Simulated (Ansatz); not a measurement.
Lu in Ansatz: convergence with ecutrho ratio

Input of the first run (ecutrho ratio 4); the others differ in this setting and in those tied to it:

input.yaml

```yaml
crystal:
  lattice:
    - [-1.961506, 1.985989, 1.955057]
    - [1.97238, -1.980573, 1.960514]
    - [1.91614, 1.935207, -1.949641]
  atoms:
    - { symbol: Lu, position: [0.002874, 0.010557, 0.002955] }
hamiltonian:
  xc: pbe
  pseudopotentials: { kind: paw }
kpoints:
  mp_grid: { grid: [7, 7, 7] }
scf:
  occupations: { method: fermi_dirac, width: 0.05 }
output:
  forces: true
  stress: true
  eigenvalues: true
basis:
  ecutrho_ratio: 4
```

Potentials or basis: Ansatz PAW.

Command:

```bash
$ ansatz run input.yaml --threads 2 --pin off --max-ram 5632MiB --backend cpu --events-out ev --progress --plain --runs-dir out
```

The cell isn't the ideal one: cell strained at random at fixed volume.

This isn't the form of Lu at room conditions, which is hcp.

Hardware: 2 threads of Intel(R) Xeon(R) Processor @ 2.50GHz (Skylake/Cascade Lake) (shared host).

| ecutrho ratio | energy less the tightest run, at zero smearing (meV/atom) | SCF cycles | CPU time (s) | peak memory (GiB) |
| --- | --- | --- | --- | --- |
| 4 | 0.00 | 8 | 13 | 0.38 |
| 5 | 0.00 | 8 | 13 | 0.39 |
| 6 | 0.00 | 8 | 13 | 0.39 |
| 8 | 0.00 | 8 | 13 | 0.41 |
| 10 | 0.00 | 8 | 13 | 0.43 |
| 12 | 0.00 | 8 | 14 | 0.43 |

Against the tightest run, the energy stays within 1 meV/atom from 4 on. The tightest run that finished is the yardstick and may itself not be fully converged.

Spin-orbit coupling is left out, which matters for the levels of Lu.
